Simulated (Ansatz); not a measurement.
## Dielectric response of LiF (110) films

How well do thin rocksalt LiF (110) films screen a perpendicular field?

Program: Ansatz 0.2.0. Level of theory: plane-wave DFT, PBE, Ansatz PAW, in the first sound run; inputs show where later runs differ. Results are calculated unless marked as measured.

## (1) The starting structure

The cell holds 10 atoms: 5 Li and 5 F. Its edges and angles: a = 2.850 Å, b = 4.030 Å, c = 23.699 Å, α = 90.0°, β = 90.0°, γ = 90.0°. It derives from LiF (rocksalt LiF). Vacuum lies along c.

## (2) Relaxing the film, 10 atoms, units 5

The structure is relaxed first, because levels and dipoles at a surface follow the positions of the outer atoms.

The input, input.yaml:

```yaml
crystal:
  lattice:
    - [2.84964033, 0.0, 0.0]
    - [0.0, 4.03, 0.0]
    - [0.0, 0.0, 23.6992806564]
  atoms:
    - { symbol: Li, position: [0.5, 0.5, 0.3797583619] }
    - { symbol: F, position: [0.5, 0.0, 0.3797583619] }
    - { symbol: Li, position: [0.0, 0.0, 0.4398791809] }
    - { symbol: F, position: [0.0, 0.5, 0.4398791809] }
    - { symbol: Li, position: [0.5, 0.5, 0.5] }
    - { symbol: F, position: [0.5, 0.0, 0.5] }
    - { symbol: Li, position: [0.0, 0.0, 0.5601208191] }
    - { symbol: F, position: [0.0, 0.5, 0.5601208191] }
    - { symbol: Li, position: [0.5, 0.5, 0.6202416381] }
    - { symbol: F, position: [0.5, 0.0, 0.6202416381] }
kpoints:
  mp_grid: { grid: [10, 6, 1] }
hamiltonian:
  xc: pbe
scf:
  occupations: { method: fixed }
  convergence: { dr2_threshold: 1.0e-09 }
efield:
  axis: 3
  dipole_correction: true
  ramp_position: 0.97
  ramp_width: 0.06
relax:
  f_tol: 0.003
  max_steps: 100
output:
  write_potential: true
  write_density: true
  volumetric_format: npy
```

On the command line:

```sh
$ ansatz run input.yaml --threads 8 --pin off --max-ram 12288MiB --backend cpu --events-out ev --progress --plain --runs-dir out
```

Numbers of over 12 decimals in the logs are rounded to 6 here.

The program printed:

```text
Engine: ansatz 0.2.0, aarch64-unknown-linux-gnu
Pseudopotentials: kind: paw
Pseudopotential: Li, paw, valence charge 3, recommended cutoff 420 eV (normal), Li.paw.azcp
Pseudopotential: F, paw, valence charge 7, recommended cutoff 420 eV (normal), F.paw.azcp
Functional definition: PBE
  parameter kappa = 0.804
  parameter beta = 0.066725
  exchange = pbe_x(kappa = kappa, mu = beta*pi^2/3)
  correlation = pbe_c(beta = beta)
Crystal: 10 atoms, lattice volume = 272.164 Å³
Basis set: ecut = 420 eV, 5335 PW (Γ), exchange–correlation on 40×54×320 points (8 copies of the dense FFT grid, shifted against one another)
Bands: 35, of which v1, the nominal top of the filled ones, is band 25 counted from 1 (24 counted from 0)
Symmetry: 4 space group operations
k-points: 24 of 60
Non-local potential: Li, projectors of the file, l = 0: 3, l = 1: 2, l = 2: 1
Non-local potential: F, projectors of the file, l = 0: 2, l = 1: 2, l = 2: 1
PAW form: soft (Blöchl's): semilocal exchange-correlation on the pseudo side does not see the compensation charge
PAW one-centre angular grid: Li, 110 points (default); XC on 64 Gauss nodes
PAW one-centre angular grid: F, 110 points (default); XC on 64 Gauss nodes
Initial density: superposition of atomic densities (neutral atoms: chi_scale 0, normalization atom), corrected by the library's trained network
Initial wavefunctions: pseudopotential atomic-orbital guess
Functional: x = pbe(κ = 0.804, μ = 0.219515), c = pbe(β = 0.066725)
SCF iter   1: F=—  HF=-5079.621807 eV  |F-HF|=—  |Δ(HF+E_count)|=         —  Δρ=9.41e-4  dr2=1.98e-3  ethr=1.77e-3  p=0.000 e·Å  D=1.53e-14 V/Å  ΔV_dip=-0.00 eV  dr2_dipole=7.95e-10  V_vac-E_F(+/−)=6.44/6.44 eV  ⟨swp⟩=5.1  Hψ=3165  notcnv=0  defer=175
efield: sawtooth ramp at fractional position 0.9700 (set: `efield.ramp_position`, or a place that a band, a saddle search or an elastic batch's reference lends), width 0.0600; the density the first Hamiltonian is built on has a dipole p = 0.000 e·Å; the dipole correction subtracts the counter field D = 1.53e-14 V/Å, which shifts the + side's vacuum level by -0.00 eV against the − side's; the planar-averaged density in the ramp window peaks in size at 7.4e-7 e/Å³
preconditioner: auto → Resta (q_TF=auto, 2.057 Å⁻¹)  ε∞=1.8  [insulator: Δε(μ)=5.409 eV  Ē_g=15.875 eV  n_scr=36 (ndim 8)  ℏωp=14.2 eV  f_vac=0.659  ε∞_Penn≈1.8  vacuum switching on, ρ_ref=1.8e-2 e/Å³]
SCF iter   2: F=—  HF=-5079.624528 eV  |F-HF|=—  |Δ(HF+E_count)|=   2.72e-3  Δρ=5.71e-4  dr2=4.44e-4  ethr=3.95e-6  p=0.000 e·Å  D=9.58e-6 V/Å  ΔV_dip=-0.00 eV  dr2_dipole=2.35e-10  V_vac-E_F(+/−)=6.45/6.45 eV  ⟨swp⟩=3.7  Hψ=1712  notcnv=0  defer=192
density mixer auto → msr1: gapped (density of states about μ 0.00 of a free-electron gas's, 36 screened modes)
SCF iter   3: F=—  HF=-5079.624879 eV  |F-HF|=—  |Δ(HF+E_count)|=   3.50e-4  Δρ=2.02e-4  dr2=9.54e-5  ethr=8.87e-7  p=0.000 e·Å  D=5.14e-6 V/Å  ΔV_dip=-0.00 eV  dr2_dipole=6.61e-11  V_vac-E_F(+/−)=6.46/6.46 eV  ⟨swp⟩=2.8  Hψ=1335  notcnv=0  defer=192
SCF iter   4: F=—  HF=-5079.625004 eV  |F-HF|=—  |Δ(HF+E_count)|=   1.25e-4  Δρ=9.56e-5  dr2=2.04e-5  ethr=1.91e-7  p=-0.000 e·Å  D=-2.16e-6 V/Å  ΔV_dip=0.00 eV  dr2_dipole=1.32e-11  V_vac-E_F(+/−)=6.46/6.46 eV  ⟨swp⟩=2.8  Hψ=1195  notcnv=0  defer=192
SCF iter   5: F=—  HF=-5079.625028 eV  |F-HF|=—  |Δ(HF+E_count)|=   2.40e-5  Δρ=2.82e-5  dr2=1.50e-6  ethr=4.08e-8  p=-0.000 e·Å  D=-2.34e-6 V/Å  ΔV_dip=0.00 eV  dr2_dipole=1.28e-11  V_vac-E_F(+/−)=6.46/6.46 eV  ⟨swp⟩=2.2  Hψ=1168  notcnv=0  defer=192
SCF iter   6: F=—  HF=-5079.625048 eV  |F-HF|=—  |Δ(HF+E_count)|=   1.97e-5  Δρ=7.37e-6  dr2=9.75e-8  ethr=3.00e-9  p=-0.000 e·Å  D=-1.37e-6 V/Å  ΔV_dip=0.00 eV  dr2_dipole=4.10e-12  V_vac-E_F(+/−)=6.46/6.46 eV  ⟨swp⟩=2.0  Hψ=1240  notcnv=0  defer=192
SCF iter   7: F=—  HF=-5079.625048 eV  |F-HF|=—  |Δ(HF+E_count)|=   6.75e-8  Δρ=4.58e-6  dr2=3.28e-8  ethr=1.95e-10  p=-0.000 e·Å  D=-1.84e-7 V/Å  ΔV_dip=0.00 eV  dr2_dipole=3.02e-14  V_vac-E_F(+/−)=6.46/6.46 eV  ⟨swp⟩=2.0  Hψ=1216  notcnv=0  defer=192
SCF iter   8: F=-5079.625048 eV  HF=-5079.625048 eV  |F-HF|=3.28e-10  |Δ(HF+E_count)|=   7.35e-9  Δρ=7.54e-7  dr2=7.99e-10  ethr=2.00e-12  p=0.000 e·Å  D=1.09e-8 V/Å  ΔV_dip=-0.00 eV  dr2_dipole=7.92e-16  V_vac-E_F(+/−)=6.46/6.46 eV  ⟨swp⟩=6.8  Hψ=4908  notcnv=0
SCF 1 converged in 8 iterations: F = -5079.625048 eV  dr2 = 7.99e-10
  greatest PAW one-centre occupation: 1.000 electrons in one spin orbital (limit 2), on the Li atom at site 6 (counted from 0), in its partial waves of l = 0
relax step   1: F+E_penalty+E_count = -5079.62504761 eV  Δ(F+E_penalty+E_count) = +0.000e0 eV  max|allowed force component| = 6.552e-1 eV/Å  Δτ_max = 0.0000 Å  (8 SCF iters, accepted)
Initial density: handed on by an earlier stage of this run
Initial wavefunctions: those handed on with the density
iter 1 solved again at ethr=2.83e-5 eV; its pass at ethr=3.10e-3 eV (dr2=1.41e-2 eV) is discarded
SCF iter   1: F=—  HF=-5079.702074 eV  |F-HF|=—  |Δ(HF+E_count)|=         —  Δρ=1.16e-3  dr2=1.42e-2  ethr=2.83e-5  p=0.000 e·Å  D=1.09e-8 V/Å  ΔV_dip=-0.00 eV  dr2_dipole=8.69e-16  V_vac-E_F(+/−)=6.51/6.51 eV  ⟨swp⟩=2.0  Hψ=2915  notcnv=0  defer=185
efield: sawtooth ramp at fractional position 0.9700 (set: `efield.ramp_position`, or a place that a band, a saddle search or an elastic batch's reference lends), width 0.0600; the density the first Hamiltonian is built on has a dipole p = 0.000 e·Å; the dipole correction subtracts the counter field D = 1.09e-8 V/Å, which shifts the + side's vacuum level by -0.00 eV against the − side's; the planar-averaged density in the ramp window peaks in size at 7.3e-7 e/Å³
preconditioner: auto → Resta (q_TF=auto, 2.057 Å⁻¹)  ε∞=1.8  [insulator: Δε(μ)=5.847 eV  Ē_g=16.110 eV  n_scr=36 (ndim 8)  ℏωp=14.2 eV  f_vac=0.660  ε∞_Penn≈1.8  vacuum switching on, ρ_ref=1.9e-2 e/Å³]
SCF iter   2: F=—  HF=-5079.699881 eV  |F-HF|=—  |Δ(HF+E_count)|=   2.19e-3  Δρ=5.03e-4  dr2=2.46e-3  ethr=2.83e-5  p=0.000 e·Å  D=2.33e-8 V/Å  ΔV_dip=-0.00 eV  dr2_dipole=2.00e-14  V_vac-E_F(+/−)=6.68/6.68 eV  ⟨swp⟩=3.1  Hψ=1036  notcnv=0  defer=192  κ⁻¹=1.0e0(r=1)
density mixer auto → broyden: gapped, where msr1 would fit the directions that read negative (density of states about μ 0.00 of a free-electron gas's, 36 screened modes)
SCF iter   3: F=—  HF=-5079.700103 eV  |F-HF|=—  |Δ(HF+E_count)|=   2.22e-4  Δρ=2.14e-4  dr2=1.43e-4  ethr=4.92e-6  p=-0.000 e·Å  D=-4.89e-8 V/Å  ΔV_dip=0.00 eV  dr2_dipole=2.60e-18  V_vac-E_F(+/−)=6.82/6.82 eV  ⟨swp⟩=3.9  Hψ=1215  notcnv=0  defer=192  κ⁻¹=7.4e-2(r=2)
[...]
SCF iter   7: F=—  HF=-5079.760158 eV  |F-HF|=—  |Δ(HF+E_count)|=   1.38e-7  Δρ=1.80e-6  dr2=5.08e-9  ethr=2.83e-10  p=-0.000 e·Å  D=-3.16e-8 V/Å  ΔV_dip=0.00 eV  dr2_dipole=2.51e-17  V_vac-E_F(+/−)=7.14/7.14 eV  ⟨swp⟩=2.0  Hψ=1103  notcnv=0  defer=189  κ⁻¹=1.5e-6(r=6)
SCF iter   8: F=-5079.760158 eV  HF=-5079.760158 eV  |F-HF|=1.16e-9  |Δ(HF+E_count)|=   5.02e-9  Δρ=7.55e-7  dr2=6.96e-10  ethr=2.00e-12  p=-0.000 e·Å  D=-3.10e-8 V/Å  ΔV_dip=0.00 eV  dr2_dipole=3.42e-14  V_vac-E_F(+/−)=7.14/7.14 eV  ⟨swp⟩=7.6  Hψ=4218  notcnv=0
SCF 3 converged in 8 iterations: F = -5079.760158 eV  dr2 = 6.96e-10
  greatest PAW one-centre occupation: 1.000 electrons in one spin orbital (limit 2), on the Li atom at site 0 (counted from 0), in its partial waves of l = 0
relax step   3: F+E_penalty+E_count = -5079.76015774 eV  Δ(F+E_penalty+E_count) = -6.002e-2 eV  max|allowed force component| = 1.181e-1 eV/Å  Δτ_max = 0.0737 Å  (8 SCF iters, accepted)
[...]
relax step   4: F+E_penalty+E_count = -5079.76520853 eV  Δ(F+E_penalty+E_count) = -5.051e-3 eV  max|allowed force component| = 4.092e-3 eV/Å  Δτ_max = 0.0297 Å  (7 SCF iters, accepted)
SCF iter   1: F=—  HF=-5079.765201 eV  |F-HF|=—  |Δ(HF+E_count)|=         —  Δρ=6.43e-5  dr2=1.53e-5  ethr=3.48e-7  p=-0.000 e·Å  D=-3.45e-9 V/Å  ΔV_dip=0.00 eV  dr2_dipole=1.91e-17  V_vac-E_F(+/−)=7.14/7.14 eV  ⟨swp⟩=2.0  Hψ=1626  notcnv=0  defer=192
efield: sawtooth ramp at fractional position 0.9700 (set: `efield.ramp_position`, or a place that a band, a saddle search or an elastic batch's reference lends), width 0.0600; the density the first Hamiltonian is built on has a dipole p = -0.000 e·Å; the dipole correction subtracts the counter field D = -3.45e-9 V/Å, which shifts the + side's vacuum level by +0.00 eV against the − side's; the planar-averaged density in the ramp window peaks in size at 1.9e-6 e/Å³
preconditioner: auto → Resta (q_TF=auto, 2.057 Å⁻¹)  ε∞=1.8  [insulator: Δε(μ)=6.060 eV  Ē_g=16.420 eV  n_scr=36 (ndim 8)  ℏωp=14.2 eV  f_vac=0.663  ε∞_Penn≈1.8  vacuum switching on, ρ_ref=2.0e-2 e/Å³]
SCF iter   2: F=—  HF=-5079.765201 eV  |F-HF|=—  |Δ(HF+E_count)|=   8.25e-7  Δρ=2.86e-5  dr2=2.56e-6  ethr=3.06e-8  p=-0.000 e·Å  D=-2.81e-9 V/Å  ΔV_dip=0.00 eV  dr2_dipole=2.37e-16  V_vac-E_F(+/−)=7.14/7.14 eV  ⟨swp⟩=2.0  Hψ=1179  notcnv=0  defer=112  κ⁻¹=1.0e0(r=1)
density mixer auto → broyden: gapped, where msr1 would fit the directions that read negative (density of states about μ 0.00 of a free-electron gas's, 36 screened modes)
SCF iter   3: F=—  HF=-5079.765216 eV  |F-HF|=—  |Δ(HF+E_count)|=   1.58e-5  Δρ=7.48e-6  dr2=8.21e-8  ethr=5.12e-9  p=-0.000 e·Å  D=-1.16e-8 V/Å  ΔV_dip=0.00 eV  dr2_dipole=2.59e-16  V_vac-E_F(+/−)=7.14/7.14 eV  ⟨swp⟩=2.0  Hψ=1067  notcnv=0  defer=94  κ⁻¹=2.7e-2(r=2)
SCF iter   4: F=—  HF=-5079.765216 eV  |F-HF|=—  |Δ(HF+E_count)|=   1.20e-8  Δρ=3.14e-6  dr2=1.54e-8  ethr=1.64e-10  p=-0.000 e·Å  D=-6.68e-9 V/Å  ΔV_dip=0.00 eV  dr2_dipole=2.06e-16  V_vac-E_F(+/−)=7.14/7.14 eV  ⟨swp⟩=2.0  Hψ=1093  notcnv=0  defer=94  κ⁻¹=4.2e-3(r=3)
SCF iter   5: F=-5079.765216 eV  HF=-5079.765216 eV  |F-HF|=2.41e-10  |Δ(HF+E_count)|=   4.90e-9  Δρ=5.57e-7  dr2=3.27e-10  ethr=2.00e-12  p=-0.000 e·Å  D=-1.29e-8 V/Å  ΔV_dip=0.00 eV  dr2_dipole=1.51e-14  V_vac-E_F(+/−)=7.14/7.14 eV  ⟨swp⟩=5.9  Hψ=4431  notcnv=0
SCF 5 converged in 5 iterations: F = -5079.765216 eV  dr2 = 3.27e-10
relax step   5: F+E_penalty+E_count = -5079.76521637 eV  Δ(F+E_penalty+E_count) = -7.835e-6 eV  max|allowed force component| = 6.206e-4 eV/Å  Δτ_max = 0.0017 Å  (5 SCF iters, accepted)
NSCF: frozen V_eff on 24 k-points
the band table was solved once a step of the walk had ended and its energy, with any forces and stress, was formed, with the checks that follow a solve (5544 applications of the Hamiltonian). They found nothing against the state; the energy, forces and stress were not computed again (output.eigenvalues in the input reference)
WARN: The output density's exchange-correlation potential varies sharply where the density is thin. Do not read a vacuum level from v_tot or v_xc, or from such a field of the output density. On a cell that repeats whose density bears no net charge and no dipole along the vacuum's axis use v_es (v_loc + v_h of the components); under efield.dipole_correction with no amplitude use v_es + v_field, which holds any externa [...]
SCF converged after 5 iterations
Stability not checked: this state was not tested for a lower state beside it, because the mixer in use, unlike msr1, does not test its closes by its own steps (another_mixer; see scf.mixing.algorithm and scf.lower_state_search)
Free energy (F): -5079.765216 eV
Harris-Foulkes:  -5079.765216 eV  (|F-HF|=2.41e-10)
Internal energy: -5079.765216 eV  (E = F + TS)
E sigma→0 (E₀):  -5079.765216 eV
Fermi energy:    -4.468781 eV
Dipole field:    D = 0.000000 V/Å  (p = 0.000000 e·Å, saw-weighted, corrected)
Work function:   Φ+ = 7.1430 eV   Φ− = 7.1431 eV
Levels:          The Fermi level and band energies are counted from a zero that moves with the ramp; work functions are not
--- Per-component energies (eV) ---
  E_band       = -890.344134
  E_kinetic    = 1150.184330
  E_local      = -41746.042047  (includes V_loc(G=0)·N_el)
  E_nonlocal   = 201.592337
  E_hartree    = 20243.156724
  E_xc         = -458.149210
  E_vxc        = -587.564853  (∫ρ·V_xc dr)
  E_paw        = -1108.593771  (= ΣΔE_a)
  E_vpaw       = -394.838746  (= ΣTr[D̂ρ^β])
  E_aug_tail   = 0.010659  (compensation charges beyond the density's cutoff)
  E_efield     = 0.000000  (sawtooth field / dipole correction)
  E_vefield    = 0.000000  (∫n·V_field dr)
  E_ewald      = 16638.075763
  E_smearing   = -0.000000  (= −TS)
  E_closure    = -0.000000  (closes the sum)
  Σ components = -5079.765216   (vs F -5079.765216, Δ=0.00e0)
--- Forces (eV/Å), atoms counted from 1 ---
  atom   1  Li     0.00000000     0.00000000    -0.00038891
  atom   2  F      0.00000000     0.00000000    -0.00062058
  atom   3  Li     0.00000000     0.00000000    -0.00002532
  atom   4  F      0.00000000     0.00000000     0.00010527
  atom   5  Li     0.00000000     0.00000000    -0.00000006
  atom   6  F      0.00000000     0.00000000     0.00000019
  atom   7  Li     0.00000000     0.00000000     0.00002533
  atom   8  F      0.00000000     0.00000000    -0.00010516
  atom   9  Li     0.00000000     0.00000000     0.00038915
  atom  10  F      0.00000000     0.00000000     0.00062040
  max |Σ_I F_I| component: 3.06e-7 eV/Å
--- Band table (eV; the first three rows and the last of 24) ---
  k-point 0: bands = [... 21 lower, -5.0634, -5.0621, -4.4697, -4.4688, 1.5845, 1.6302, 2.7985, 3.3450, ... 6 higher]
  k-point 1: bands = [... 21 lower, -5.0847, -5.0557, -4.4794, -4.4768, 1.8273, 1.8599, 3.0551, 3.5925, ... 6 higher]
  k-point 2: bands = [... 21 lower, -5.1382, -5.0631, -4.5017, -4.4891, 2.5077, 2.5229, 3.8143, 4.3104, ... 6 higher]
  k-point 23: bands = [... 21 lower, -5.2951, -5.2720, -5.2625, -4.8233, 4.7578, 5.3113, 6.3278, 7.4515, ... 6 higher]
--- Relaxed structure (5 steps of the walk, 5 accepted, 0 SCFs on fresh bases) ---
  F+E_penalty+E_count = -5079.76521637 eV   max|allowed force component| = 6.206e-4 eV/Å
  atoms:
    - { symbol: Li, position: [0.5, 0.500000, 0.385299] }
    - { symbol: F, position: [0.5, 0.0, 0.379777] }
    - { symbol: Li, position: [0.0, 0.0, 0.435432] }
    - { symbol: F, position: [0.0, 0.500000, 0.437999] }
    - { symbol: Li, position: [0.5, 0.500000, 0.500000] }
    - { symbol: F, position: [0.5, 0.0, 0.500000] }
    - { symbol: Li, position: [0.0, 0.0, 0.564568] }
    - { symbol: F, position: [0.0, 0.500000, 0.562001] }
    - { symbol: Li, position: [0.5, 0.500000, 0.614701] }
    - { symbol: F, position: [0.5, 0.0, 0.620223] }
```

Wall time 17 s (8 threads of Arm Neoverse N1, shared host); peak memory 0.77 GiB.

Relaxation path:

```tsv
step	energy less that of the first step (eV)	largest force component (eV/Å)
1	0.0000	0.6552
2	-0.0751	0.3351
3	-0.1351	0.1181
4	-0.1402	0.0041
5	-0.1402	0.0006
```

The run keeps the 4 symmetry operations that it works with, so distortions that break them were not tested.

The atoms that moved most (Å):

```tsv
atom	dx	dy	dz	length
Li1	0.000	0.000	0.131	0.131
Li9	0.000	0.000	-0.131	0.131
Li7	0.000	0.000	0.105	0.105
Li3	0.000	0.000	-0.105	0.105
F4	0.000	0.000	-0.045	0.045
F8	0.000	0.000	0.045	0.045
```

Numbers from this step:

```
gap on the k-mesh             : 6.053 eV
dipole along the normal       : 1.94e-7 e·Å
ionisation energy, upper face : 7.143 eV
electron affinity, upper face : 1.090 eV
```

Running mean over 1.425 Å of the planar mean; the ramp of the sawtooth is left out. Electron's electrostatic potential energy less the highest filled level against z:

```tsv
z (Å)	electron's electrostatic potential energy less the highest filled level (eV)
3	7.14
4	7.14
5	7.14
6	7.14
7	7.10
8	5.68
9	0.301
10	-0.681
11	0.407
12	0.214
13	0.171
14	-0.807
15	1.35
16	6.70
17	7.13
18	7.14
19	7.14
20	7.14
```

The relaxation took 5 steps and lowered the energy by 0.14 eV; the largest force on the free atoms ends at 6.2e-4 eV/Å.

The gap is 6.05 eV, with the valence edge 7.14 eV and the conduction edge 1.09 eV under the upper vacuum level.

## (3) The relaxed film, single point, 10 atoms, units 5

The film was relaxed beforehand; a single point on the relaxed positions gives its levels and potential.

input.yaml, the sections that differ from step 2:

```yaml
crystal:
  lattice:
    - [2.84964033, 0.0, 0.0]
    - [0.0, 4.03, 0.0]
    - [0.0, 0.0, 23.6992806564]
  atoms:
    - { symbol: Li, position: [0.5, 0.5, 0.3852992913] }
    - { symbol: F, position: [0.5, 0.0, 0.3797772186] }
    - { symbol: Li, position: [0.0, 0.0, 0.4354315921] }
    - { symbol: F, position: [0.0, 0.5, 0.4379992862] }
    - { symbol: Li, position: [0.5, 0.5, 0.5] }
    - { symbol: F, position: [0.5, 0.0, 0.499999996] }
    - { symbol: Li, position: [0.0, 0.0, 0.5645684098] }
    - { symbol: F, position: [0.0, 0.5, 0.5620007112] }
    - { symbol: Li, position: [0.5, 0.5, 0.6147007103] }
    - { symbol: F, position: [0.5, 0.0, 0.6202227844] }
output:
  eigenvalues: true
  write_potential: true
  write_density: true
  volumetric_format: npy
# kpoints, hamiltonian, scf, efield: as in step 2
# relax: removed
```

The program printed:

```text
[...]
Crystal: 10 atoms, lattice volume = 272.164 Å³
Basis set: ecut = 420 eV, 5335 PW (Γ)
Bands: 35, of which v1, the nominal top of the filled ones, is band 25 counted from 1 (24 counted from 0)
Symmetry: 4 space group operations
k-points: 24 of 60
[...]
SCF iter   1: F=—  HF=-5079.761889 eV  |F-HF|=—  |Δ(HF+E_count)|=         —  Δρ=9.53e-4  dr2=2.32e-3  ethr=1.77e-3  p=0.000 e·Å  D=4.32e-8 V/Å  ΔV_dip=-0.00 eV  dr2_dipole=6.48e-10  V_vac-E_F(+/−)=7.01/7.01 eV  ⟨swp⟩=5.4  Hψ=3294  notcnv=0  defer=175
[...]
SCF iter   8: F=-5079.765208 eV  HF=-5079.765208 eV  |F-HF|=1.91e-11  |Δ(HF+E_count)|=   1.86e-9  Δρ=3.46e-7  dr2=1.92e-10  ethr=2.00e-12  p=-0.000 e·Å  D=-3.56e-9 V/Å  ΔV_dip=0.00 eV  dr2_dipole=1.53e-14  V_vac-E_F(+/−)=7.14/7.14 eV  ⟨swp⟩=15.7  Hψ=4604  notcnv=0
SCF 1 converged in 8 iterations: F = -5079.765208 eV  dr2 = 1.92e-10
[...]
SCF converged after 8 iterations
Free energy (F): -5079.765208 eV
[...]
Internal energy: -5079.765208 eV  (E = F + TS)
E sigma→0 (E₀):  -5079.765208 eV
Fermi energy:    -4.469316 eV
Dipole field:    D = 0.000000 V/Å  (p = 0.000000 e·Å, saw-weighted, corrected)
Work function:   Φ+ = 7.1436 eV   Φ− = 7.1437 eV
[...]
--- Band table (eV; the first three rows and the last of 24) ---
  k-point 0: bands = [... 21 lower, -5.0638, -5.0626, -4.4703, -4.4693, 1.5819, 1.6276, 2.7850, 3.3372, ... 6 higher]
  k-point 1: bands = [... 21 lower, -5.0853, -5.0561, -4.4800, -4.4774, 1.8246, 1.8573, 3.0416, 3.5848, ... 6 higher]
  k-point 2: bands = [... 21 lower, -5.1388, -5.0635, -4.5023, -4.4897, 2.5045, 2.5197, 3.8009, 4.3033, ... 6 higher]
  k-point 23: bands = [... 21 lower, -5.2956, -5.2724, -5.2630, -4.8237, 4.7566, 5.3089, 6.3269, 7.4505, ... 6 higher]
```

Elapsed: 5.8 s, on 8 threads; peak memory 0.8 GiB; 42 s of CPU time.

Reading the cycles: dr2 is the Hartree energy of the density residual (eV), the measure of convergence; HF is the Harris–Foulkes estimate of the energy, which meets the free energy F at convergence.

Numbers from this step:

| Property | Result |
| --- | --- |
| gap on the k-mesh | 6.051 eV |
| dipole along the normal | 2.09e-7 e·Å |
| ionisation energy, upper face | 7.144 eV |
| electron affinity, upper face | 1.092 eV |

Running mean over 1.425 Å of the planar mean; the ramp of the sawtooth is left out. Electron's electrostatic potential energy less the highest filled level against z:

```tsv
z (Å)	electron's electrostatic potential energy less the highest filled level (eV)
3	7.14
4	7.14
5	7.14
6	7.14
7	7.10
8	5.68
9	0.301
10	-0.681
11	0.407
12	0.215
13	0.172
14	-0.807
15	1.35
16	6.70
17	7.13
18	7.14
19	7.14
20	7.14
```

The gap is 6.05 eV, with the valence edge 7.14 eV and the conduction edge 1.09 eV under the upper vacuum level.

[end of part 1 of 5]

[Logs are printed without paths, hosts, clocks, repeated set-up lines and the standing remarks that a program may print on its own settings, such as how far it seeks lower states.]

[Hosts, paths, dates, database ids (printed as entryN), source tags and the programs' standing remarks are cut or masked in the printed files.]

[Maps of the electrostatic potential energy from Ansatz leave out the sawtooth potential of an applied field or a dipole correction, so their vacuum need not be flat; planar profiles and work functions include it.]
